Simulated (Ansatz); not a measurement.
# Ta (fcc type): how the settings move a single-point run

Question: which choices in the input matter for Ta (fcc type)?

This is Ta in the fcc structure; at room conditions it is bcc.

Method: reference: DFT, PBE, all-electron LAPW, scalar-relativistic, in Ansatz 0.2.0.

## (1) Starting point

The structure is cubic, space group Fm-3m (No. 225). Conventional cell: a = 4.225 Å, b = 4.225 Å, c = 4.225 Å, α = 90.00°, β = 90.00°, γ = 90.00°. Ta (site symmetry m-3m) is surrounded by 12 Ta at 2.99 Å.

Coordinates:

```
Ta
1.0
     0.00000    2.11229    2.11229
     2.11229    0.00000    2.11229
     2.11229    2.11229    0.00000
Ta
1
Direct
  0.00000 0.00000 0.00000
```

## (2) Baseline

input.yaml reads:

```yaml
crystal:
  lattice:
    - [0.0, 2.1122865884, 2.1122865884]
    - [2.1122865884, 0.0, 2.1122865884]
    - [2.1122865884, 2.1122865884, 0.0]
  atoms:
    - { symbol: Ta, position: [0.0, 0.0, 0.0] }
kpoints:
  mp_grid: { grid: [16, 16, 16] }
  band_path:
    path:
      - [0.0, 0.0, 0.0]
      - [0.5, 0.0, 0.5]
      - [0.625, 0.25, 0.625]
      - [0.375, 0.375, 0.75]
      - [0.0, 0.0, 0.0]
      - [0.5, 0.5, 0.5]
      - [0.5, 0.25, 0.75]
      - [0.5, 0.0, 0.5]
    npoints: 14
scf:
  occupations: { method: fermi_dirac, width: 0.1 }
hamiltonian:
  xc: pbe
  pseudopotentials: { kind: all_electron, lapw: { basis_error: 0.001 } }
output:
  forces: true
  stress: true
  eigenvalues: true
  populations: true
  dos: { projected: true, de: 0.2, e_range: [-14, 8] }
```

Launch:

```sh
ansatz run input.yaml --threads 1 --pin off --max-ram 2048MiB --backend cpu --events-out ev --progress --plain --runs-dir out
```

## (3) Changed: occupations.method gaussian, occupations.width 0.05

input.yaml, as its differences from that of step 2:

```diff
@@ -21,3 +21,3 @@
 scf:
-  occupations: { method: fermi_dirac, width: 0.1 }
+  occupations: { method: gaussian, width: 0.05 }
 hamiltonian:
@@ -30,2 +30 @@
   populations: true
-  dos: { projected: true, de: 0.2, e_range: [-14, 8] }
```

Before running it: what results should come out? Wanted: for each run, ending; energy change; pressure; gap; force.

**Answer**, as computed:

```tsv
run	ending	energy change	pressure (GPa)	gap (eV)	force (eV/Å)	cycles	time
reference	converged	0	0.0	0.00	0.00	8	11 s
1: occupations.method gaussian, occupations.width 0.05	converged	+0.9 meV/atom (σ→0)	-0.1	0.00	0.00	8	11 s
```

Times don't compare one to one where runs were asked for different outputs or read a saved state (see the inputs); cycles may leave out searches for a lower state.

Residual by cycle in the longest SCF loop of each run; runs are numbered as in the table. The quantity is the density residual dr2, in eV.

```tsv
cycle	reference	run 1
1	0.0828	0.0841
2	0.0283	0.0286
3	0.0137	0.0139
4	0.00475	0.0048
5	4.3e-4	4.4e-4
6	2.5e-5	2.5e-5
7	1.8e-6	1.8e-6
8	8.3e-8	8.5e-8
```

Changing the smearing moves the energy by +0.9 meV/atom (σ→0 values).
